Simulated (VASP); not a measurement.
# BaTiO3 (Pm-3m) in VASP: a series of runs

The runs below take BaTiO3 through relaxation of cell and atoms, with PBE, r2SCAN.

Program: VASP 6.6.1. These are calculated values, not measurements. Logs are shortened: lines on timing, memory, paths and dates and some standing lists are left out, and cuts for length are marked.

### Step 1. The crystal as given

The structure is cubic, space group Pm-3m (No. 221). Conventional cell: a = 4.032 Å, b = 4.032 Å, c = 4.032 Å, α = 90.00°, β = 90.00°, γ = 90.00°. Ba (site symmetry m-3m) is surrounded by 12 O at 2.85 Å. Ti (site symmetry m-3m) is surrounded by 6 O at 2.02 Å. Around O (site symmetry 4/mmm) lie 2 Ti at 2.02 Å.

### Step 2. Relaxation of cell and atoms, PBE

The input, INCAR:

```
ALGO     = Normal         # electronic algorithm
EDIFF    = 1E-7           # SCF threshold, eV
EDIFFG   = -0.005         # ionic threshold
ENCUT    = 600            # plane-wave cutoff, eV
GGA      = PE             # functional
IBRION   = 2              # ionic algorithm
ISIF     = 3              # what is computed and relaxed
ISMEAR   = 0              # smearing method
LASPH    = True           # aspherical terms in the spheres
LCHARG   = False          # write CHGCAR
LREAL    = False          # projectors in reciprocal space
LWAVE    = False          # write WAVECAR
NELM     = 80             # most SCF steps
NSW      = 90             # ionic steps
PREC     = Accurate       # precision mode
SIGMA    = 0.03           # smearing width, eV
```

The input, KPOINTS:

```
k-points
0
Gamma
  8 8 8
```

The input, POSCAR:

```
BaTiO3                                  
1.0
    4.0319540224     -0.0000000000      0.0000000000
    0.0000000000      4.0319540224     -0.0000000000
   -0.0000000000     -0.0000000000      4.0319540224
  Ba              Ti              O             
     1     1     3
Direct
     0.5000000000000000    0.5000000000000000    0.5000000000000000
     0.0000000000000000    0.0000000000000000    0.0000000000000000
     0.5000000000000000    0.0000000000000000    0.0000000000000000
     0.0000000000000000    0.5000000000000000    0.0000000000000000
     0.0000000000000000    0.0000000000000000    0.5000000000000000
```

Potentials or basis: VASP PAW PBE potentials, release 64 (Ba_sv, Ti_sv, O).

Command:

```
cat potpaw_PBE.64/Ba_sv/POTCAR potpaw_PBE.64/Ti_sv/POTCAR potpaw_PBE.64/O/POTCAR > POTCAR
mpirun -np 1 vasp_std > vasp.out
```

OUTCAR:

```text
EDIFF = 1E-7
   EDIFFG = -0.005
   ENCUT = 600
   GGA = PE
   IBRION = 2
   ISIF = 3
   ISMEAR = 0
   LASPH = True
   LREAL = False
   NELM = 80
   NSW = 90
   PREC = Accurate

 ion  position               nearest neighbor table
   1  0.500  0.500  0.500-   3 2.85   4 2.85   5 2.85   3 2.85   4 2.85   3 2.85   5 2.85   3 2.85
                             4 2.85   5 2.85   4 2.85   5 2.85   2 3.49   2 3.49   2 3.49   2 3.49
   2  0.000  0.000  0.000-   3 2.02   4 2.02   5 2.02   5 2.02   4 2.02   3 2.02   1 3.49   1 3.49
                             1 3.49   1 3.49   1 3.49   1 3.49   1 3.49   1 3.49
   3  0.500  0.000  0.000-   2 2.02   2 2.02   1 2.85   1 2.85   1 2.85   1 2.85
   4  0.000  0.500  0.000-   2 2.02   2 2.02   1 2.85   1 2.85   1 2.85   1 2.85
   5  0.000  0.000  0.500-   2 2.02   2 2.02   1 2.85   1 2.85   1 2.85   1 2.85

  LATTYP: Found a simple cubic cell.
 ALAT       =     4.0319540224

  Lattice vectors:

 A1 = (   4.0319540224,   0.0000000000,   0.0000000000)
 A2 = (   0.0000000000,   4.0319540224,   0.0000000000)
 A3 = (   0.0000000000,   0.0000000000,   4.0319540224)

Analysis of symmetry for initial positions (statically):
=====================================================================
 Subroutine PRICEL returns:
 Original cell was already a primitive cell.

 Routine SETGRP: Setting up the symmetry group for a
 simple cubic supercell.

 Subroutine GETGRP returns: Found 48 space group operations
 (whereof 48 operations were pure point group operations)
 out of a pool of 48 trial point group operations.

The static configuration has the point symmetry O_h .

Analysis of symmetry for dynamics (positions and initial velocities):
=====================================================================
 Subroutine PRICEL returns:
 Original cell was already a primitive cell.

 Routine SETGRP: Setting up the symmetry group for a
 simple cubic supercell.

 Subroutine GETGRP returns: Found 48 space group operations
 (whereof 48 operations were pure point group operations)
 out of a pool of 48 trial point group operations.

The dynamic configuration has the point symmetry O_h .

 Subroutine INISYM returns: Found 48 space group operations
 (whereof 48 operations are pure point group operations),
 and found     1 'primitive' translations

----------------------------------------------------------------------------------------

                                     Primitive cell

  volume of cell :      65.5461

  direct lattice vectors                    reciprocal lattice vectors
     4.031954022  0.000000000  0.000000000     0.248018701  0.000000000  0.000000000
     0.000000000  4.031954022  0.000000000     0.000000000  0.248018701  0.000000000
     0.000000000  0.000000000  4.031954022     0.000000000  0.000000000  0.248018701

  length of vectors
     4.031954022  4.031954022  4.031954022     0.248018701  0.248018701  0.248018701

  position of ions in fractional coordinates (direct lattice)
     0.500000000  0.500000000  0.500000000
     0.000000000  0.000000000  0.000000000
     0.500000000  0.000000000  0.000000000
     0.000000000  0.500000000  0.000000000
     0.000000000  0.000000000  0.500000000

  ion indices of the primitive-cell ions
   primitive index   ion index
                 1           1
                 2           2
                 3           3
                 4           4
                 5           5

----------------------------------------------------------------------------------------

 KPOINTS: k-points

Automatic generation of k-mesh.
 Grid dimensions read from file:
 generate k-points for:    8    8    8

 Generating k-lattice:

  Cartesian coordinates                     Fractional coordinates (reciprocal lattice)
     0.031002338  0.000000000  0.000000000     0.125000000  0.000000000  0.000000000
     0.000000000  0.031002338  0.000000000     0.000000000  0.125000000  0.000000000
     0.000000000  0.000000000  0.031002338     0.000000000  0.000000000  0.125000000

  Length of vectors
     0.031002338  0.031002338  0.031002338

  Shift w.r.t. Gamma in fractional coordinates (k-lattice)
     0.000000000  0.000000000  0.000000000

 Subroutine IBZKPT returns following result:
 ===========================================

 Found     35 irreducible k-points:

 Following reciprocal coordinates:
            Coordinates               Weight
  0.000000  0.000000  0.000000      1.000000
  0.125000  0.000000  0.000000      6.000000
  0.250000  0.000000  0.000000      6.000000
  0.375000  0.000000  0.000000      6.000000
  0.500000  0.000000  0.000000      3.000000
  0.125000  0.125000  0.000000     12.000000
[... 16 lines left out ...]
  0.375000  0.375000  0.125000     24.000000
  0.500000  0.375000  0.125000     24.000000
 [... further k-points ...]
   k-points           NKPTS =     35   k-points in BZ     NKDIM =     35   number of bands    NBANDS=     24
   number of dos      NEDOS =    301   number of ions     NIONS =      5
   total plane-waves  NPLWV =  32768
   dimension x,y,z NGX =    32 NGY =   32 NGZ =   32
   dimension x,y,z NGXF=    64 NGYF=   64 NGZF=   64
   ions per type =               1   1   3
   NGX,Y,Z   is equivalent  to a cutoff of  13.19, 13.19, 13.19 a.u.
   NGXF,Y,Z  is equivalent  to a cutoff of  26.39, 26.39, 26.39 a.u.
 SYSTEM =  unknown system
   PREC   = accura    normal or accurate (medium, high low for compatibility)
   ISTART =      0    job   : 0-new  1-cont  2-samecut
   ICHARG =      2    charge: 1-file 2-atom 10-const
   ISPIN  =      1    spin polarized calculation?
   LNONCOLLINEAR =      F non collinear calculations
   LSORBIT =      F    spin-orbit coupling
   LASPH  =      T    aspherical Exc in radial PAW
   ENCUT  =  600.0 eV  44.10 Ry    6.64 a.u.   8.05  8.05  8.05*2*pi/ulx,y,z
   NELM   =     80;   NELMIN=  2; NELMDL= -5     # of ELM steps
   EDIFF  = 0.1E-06   stopping-criterion for ELM
   LREAL  =      F    real-space projection
   EDIFFG = -.5E-02   stopping-criterion for IOM
   NSW    =     90    number of steps for IOM
   IBRION =      2    ionic relax: 0-MD 1-quasi-New 2-CG
   NFREE  =      1    steps in history (QN), initial steepest desc. (CG)
   ISIF   =      3    stress and relaxation
   ISYM   =      2    0-nonsym 1-usesym 2-fastsym
   POTIM  = 0.5000    time-step for ionic-motion
   TEBEG  =    0.0;   TEEND  =   0.0 temperature during run
   PSTRESS=    0.0 pullay stress
   NELECT =      40.0000    total number of electrons
   NUPDOWN=      -1.0000    fix difference up-down
   EMIN   =  10.00;   EMAX   =-10.00  energy-range for DOS
   EFERMI =   0.00;   METHOD = LEGACY
   ISMEAR =     0;   SIGMA  =   0.03  broadening in eV -4-tet -1-fermi 0-gaus
   EFERMI_NEDOS =   21; number of points for ismear=-14 and -15
   IALGO  =     38    algorithm
   IMIX   =      4    mixing-type and parameters
     AMIX     =   0.40;   BMIX     =  1.00
     AMIX_MAG =   1.60;   BMIX_MAG =  1.00
  volume/ion in A,a.u.               =      13.11        88.47
  Fermi-wavevector in a.u.,A,eV,Ry     =   1.388607  2.624086 26.235142  1.928229
  Thomas-Fermi vector in A             =   2.512717
   LORBIT       =      0    0 simple, 1 ext, 2 COOP (PROOUT), +10 PAW based schemes
   GGA     = PE    functional components
   LHFCALC =     F    Hartree Fock is set to
   AEXX    =    0.0000 exact exchange contribution
   IVDW    =     0    specifies the selected vdW correction
   LEPSILON=     F    determine dielectric tensor
   LRPA    =     F    only Hartree local field effects (RPA)
 conjugate gradient relaxation of ions
 non-spin polarized calculation
 Gauss-broadening in eV      SIGMA  =   0.03
  energy-cutoff  :      600.00
  volume of cell :       65.55
 maximum number of plane-waves:      2272
   NGX = 17   NGY = 17   NGZ = 17

 number of electron      40.0000012 magnetization

 Free energy of the ion-electron system (eV)
  ---------------------------------------------------
  ext. energy  EPLUGINS =         0.00000000
  ---------------------------------------------------
  free energy    TOTEN  =       -39.99259608 eV

  energy without entropy =      -39.99259608  energy(sigma->0) =      -39.99259608

 E-fermi :   3.9024     XC(G=0): -11.1442

 val. band max:        3.6638302098   @ k =   0.5000   0.5000   0.5000
 cond. band min:       5.3659468524   @ k =   0.0000   0.0000   0.0000
 fundamental gap:      1.7021166426
 Fermi energy:         3.9024180573

 k-point     1 :       0.0000    0.0000    0.0000
  band No.  band energies     occupation
      1     -53.0648      2.00000
      2     -29.2646      2.00000
      3     -29.2646      2.00000
      4     -29.2646      2.00000
      5     -21.2005      2.00000
      6     -13.1779      2.00000
[... 16 lines left out ...]
     23       5.3659      0.00000
     24       7.4185      0.00000

 k-point     2 :       0.1250    0.0000    0.0000
  band No.  band energies     occupation
      1     -53.0647      2.00000
      2     -29.2714      2.00000
      3     -29.2643      2.00000
      4     -29.2643      2.00000
      5     -21.1854      2.00000
      6     -13.1820      2.00000
[... 16 lines left out ...]
     23       5.6742      0.00000
     24       7.4194      0.00000

 k-point     3 :       0.2500    0.0000    0.0000
  band No.  band energies     occupation
      1     -53.0644      2.00000
      2     -29.2880      2.00000
      3     -29.2637      2.00000
      4     -29.2637      2.00000
      5     -21.1483      2.00000
      6     -13.2333      2.00000
[... 16 lines left out ...]
     23       6.2935      0.00000
     24       7.4215      0.00000
[... 514 lines left out ...]
 k-point    23 :       0.3750    0.3750    0.1250
  band No.  band energies     occupation
      1     -53.0632      2.00000
      2     -29.3019      2.00000
      3     -29.3016      2.00000
      4     -29.2683      2.00000
      5     -21.0375      2.00000
      6     -12.8976      2.00000
[... 16 lines left out ...]
     23       7.2542      0.00000
     24       8.6572      0.00000

 k-point    24 :       0.5000    0.3750    0.1250
  band No.  band energies     occupation
      1     -53.0631      2.00000
      2     -29.3084      2.00000
      3     -29.3014      2.00000
      4     -29.2680      2.00000
      5     -21.0266      2.00000
      6     -12.8426      2.00000
[... 16 lines left out ...]
     23       7.3800      0.00000
     24       8.6801      0.00000

 [... further k-points ...]

------------------------ aborting loop because EDIFF is reached ----------------------------------------

  FORCE on cell =-STRESS in cart. coord.  units (eV):
  Direction    XX          YY          ZZ          XY          YZ          ZX
  --------------------------------------------------------------------------------------
  -------------------------------------------------------------------------------------
  Total       -0.0090755     -0.0090755     -0.0090755      0.0000000      0.0000000      0.0000000
  in kB       -0.2218364     -0.2218364     -0.2218364      0.0000000      0.0000000      0.0000000
  external PRESSURE =      -0.2218364 kB  Pullay stress =       0.0000000 kB

 VOLUME and BASIS-vectors are now :
 -----------------------------------------------------------------------------
  energy-cutoff  :      600.00
  volume of cell :       65.55
      direct lattice vectors                 reciprocal lattice vectors
     4.031954022  0.000000000  0.000000000     0.248018701  0.000000000  0.000000000
     0.000000000  4.031954022  0.000000000     0.000000000  0.248018701  0.000000000
     0.000000000  0.000000000  4.031954022     0.000000000  0.000000000  0.248018701

 POSITION                                       TOTAL-FORCE (eV/Angst)
 -----------------------------------------------------------------------------------
      2.01598      2.01598      2.01598         0.000000      0.000000      0.000000
      0.00000      0.00000      0.00000         0.000000      0.000000      0.000000
      2.01598      0.00000      0.00000         0.000000      0.000000      0.000000
      0.00000      2.01598      0.00000         0.000000      0.000000      0.000000
      0.00000      0.00000      2.01598         0.000000      0.000000      0.000000
 -----------------------------------------------------------------------------------
    total drift:                                0.000000      0.000000     -0.000000

  FREE ENERGIE OF THE ION-ELECTRON SYSTEM (eV)
  ---------------------------------------------------
  free  energy   TOTEN  =       -39.9925960815 eV

  energy  without entropy=      -39.9925960815  energy(sigma->0) =      -39.99259608

 reached required accuracy - stopping structural energy minimisation
```

Run time: 68 s. Hardware: 1 thread of Intel Xeon Platinum 8488C (Sapphire Rapids), shared host; peak memory 0.23 GiB.

What came out:

```yaml
Free_energy: -39.9926 eV
Pressure_after_relaxing: 0.0 GPa
Band_gap_on_the_k_mesh: 1.70 eV, indirect (least direct gap 1.87 eV)
```

Final structure:
```
Ba Ti O
1.0
     4.03195    0.00000    0.00000
     0.00000    4.03195    0.00000
     0.00000    0.00000    4.03195
Ba Ti O
1 1 3
Direct
  0.50000 0.50000 0.50000
  0.00000 0.00000 0.00000
  0.50000 0.00000 0.00000
  0.00000 0.50000 0.00000
  0.00000 0.00000 0.50000
```

Caveat: the relaxation stopped at its first step, so nothing moved; spin-orbit coupling is left out, which moves the levels of the heavy elements. PBE gaps usually lie below the measured ones, often by a third to a half.

### Step 3. Relaxation of cell and atoms, r2SCAN

This run uses another cell than the first one, of 12.86 Å³/atom, 0.981 times its volume.

The input, INCAR:

```
PREC = Accurate ; ENCUT = 600
EDIFF = 1E-6 ; ISMEAR = 0
SIGMA = 0.03 ; LREAL = False
LASPH = True ; NELM = 80
ALGO = Normal ; ISIF = 3
LWAVE = False ; LCHARG = False
METAGGA = R2SCAN ; LMIXTAU = True
IBRION = 2 ; NSW = 90
EDIFFG = -0.01
```

The input, KPOINTS:

```
regular mesh
0
Gamma
  8 8 8
```

The input, POSCAR:

```
BaTiO3
1.0
    4.0060000000      0.0000000000      0.0000000000
    0.0000000000      4.0060000000      0.0000000000
    0.0000000000      0.0000000000      4.0060000000
Ba Ti O
1 1 3
Direct
    0.5000000000      0.5000000000      0.5000000000
    0.0000000000      0.0000000000      0.0000000000
    0.5000000000      0.0000000000      0.0000000000
    0.0000000000      0.5000000000      0.0000000000
    0.0000000000      0.0000000000      0.5000000000
```

Potentials or basis: VASP PAW PBE potentials, release 64 (Ba_sv, Ti_sv, O).

Command:

```
cat potpaw_PBE.64/Ba_sv/POTCAR potpaw_PBE.64/Ti_sv/POTCAR potpaw_PBE.64/O/POTCAR > POTCAR
mpirun -np 1 vasp_std > vasp.out
```

It took 4.6 min on 1 thread of AMD EPYC 9R45 (Zen 5), shared host; peak memory 0.21 GiB.

The run converged. Its results:

* Free energy: -74.2434 eV
* Relaxed volume: 12.87 Å³/atom
* Relaxed cell: a = 4.007 Å, b = 4.007 Å, c = 4.007 Å, α = 90.00°, β = 90.00°, γ = 90.00°
* Space group after relaxing (to 0.05 Å): Pm-3m (No. 221)
* Energy gained by relaxing: 0.0 meV/atom
* Ionic steps: 3
* Pressure after relaxing: 0.0 GPa
* Band gap on the k mesh: 2.13 eV, indirect (least direct gap 2.29 eV)

Final structure:
```cif
data_structure
_symmetry_space_group_name_H-M 'P 1'
_symmetry_Int_Tables_number 1
_cell_length_a 4.0074
_cell_length_b 4.0074
_cell_length_c 4.0074
_cell_angle_alpha 90.000
_cell_angle_beta 90.000
_cell_angle_gamma 90.000
_cell_volume 64.36
loop_
_atom_site_label
_atom_site_type_symbol
_atom_site_fract_x
_atom_site_fract_y
_atom_site_fract_z
_atom_site_occupancy
Ba1 Ba 0.50000 0.50000 0.50000 1
Ti1 Ti 0.00000 0.00000 0.00000 1
O1 O 0.50000 0.00000 0.00000 1
O2 O 0.00000 0.50000 0.00000 1
O3 O 0.00000 0.00000 0.50000 1
```

Levels at points of the mesh, in eV from the valence-band top:
```csv
k point,band 16,band 17,band 18,band 19,band 20,band 21,band 22,band 23,band 24
"(0.00, 0.00, 0.00)",-1.12,-1.12,-0.16,-0.16,-0.16,2.13,2.13,2.13,4.14
"(0.50, 0.00, 0.00)",-1.91,-1.82,-1.82,-0.75,-0.75,2.28,3.83,3.83,4.15
"(0.50, 0.50, 0.00)",-2.67,-1.79,-0.89,-0.89,-0.09,3.84,3.84,4.28,5.05
"(0.50, 0.50, 0.50)",-2.42,-2.42,0.00,0.00,0.00,4.52,4.52,4.52,7.40
```

Caveat: the PAW data sets were made with another functional, which shifts forces and pressure a little; spin-orbit coupling is left out, which moves the levels of the heavy elements.

### Step 4. Relaxation of cell and atoms, r2SCAN

This run uses another cell than the first one, of 12.87 Å³/atom, 0.982 times its volume.

The input, INCAR:

```
PREC = Accurate ; ENCUT = 600
EDIFF = 1E-7 ; ISMEAR = 0
SIGMA = 0.03 ; LREAL = False
LASPH = True ; NELM = 80
ALGO = Normal ; ISIF = 3
LWAVE = False ; LCHARG = False
METAGGA = R2SCAN ; LMIXTAU = True
IBRION = 2 ; NSW = 90
EDIFFG = -0.005
```

KPOINTS is that of step 3.

The input, POSCAR:

```
BaTiO3                                  
1.0
    4.0074476606     -0.0000000000      0.0000000000
   -0.0000000000      4.0074476606     -0.0000000000
    0.0000000000      0.0000000000      4.0074476606
  Ba              Ti              O             
     1     1     3
Direct
     0.5000000000000000    0.5000000000000000    0.5000000000000000
     0.0000000000000000    0.0000000000000000    0.0000000000000000
     0.5000000000000000    0.0000000000000000    0.0000000000000000
     0.0000000000000000    0.5000000000000000    0.0000000000000000
     0.0000000000000000    0.0000000000000000    0.5000000000000000
```

Command:

```
cat potpaw_PBE.64/Ba_sv/POTCAR potpaw_PBE.64/Ti_sv/POTCAR potpaw_PBE.64/O/POTCAR > POTCAR
mpirun -np 1 vasp_std > vasp.out
```

Run time: 2.5 min. Hardware: 1 thread of AMD EPYC 9R45 (Zen 5), shared host; peak memory 0.2 GiB.

Results (log left out):

- Free energy: -74.2435 eV
- Pressure after relaxing: 0.0 GPa
- Band gap on the k mesh: 2.13 eV, indirect (least direct gap 2.29 eV)

Final structure:
```
Ba Ti O
1.0
     4.00745    0.00000    0.00000
     0.00000    4.00745    0.00000
     0.00000    0.00000    4.00745
Ba Ti O
1 1 3
Direct
  0.50000 0.50000 0.50000
  0.00000 0.00000 0.00000
  0.50000 0.00000 0.00000
  0.00000 0.50000 0.00000
  0.00000 0.00000 0.50000
```

Levels at points of the mesh, in eV from the valence-band top:
```csv
k point,band 16,band 17,band 18,band 19,band 20,band 21,band 22,band 23,band 24
"(0.00, 0.00, 0.00)",-1.12,-1.12,-0.16,-0.16,-0.16,2.13,2.13,2.13,4.14
"(0.50, 0.00, 0.00)",-1.91,-1.82,-1.82,-0.75,-0.75,2.28,3.83,3.83,4.15
"(0.50, 0.50, 0.00)",-2.67,-1.79,-0.89,-0.89,-0.09,3.84,3.84,4.28,5.05
"(0.50, 0.50, 0.50)",-2.42,-2.42,0.00,0.00,0.00,4.52,4.52,4.52,7.40
```

Caveat: the relaxation stopped at its first step, so nothing moved; the PAW data sets were made with another functional, which shifts forces and pressure a little; spin-orbit coupling is left out, which moves the levels of the heavy elements.
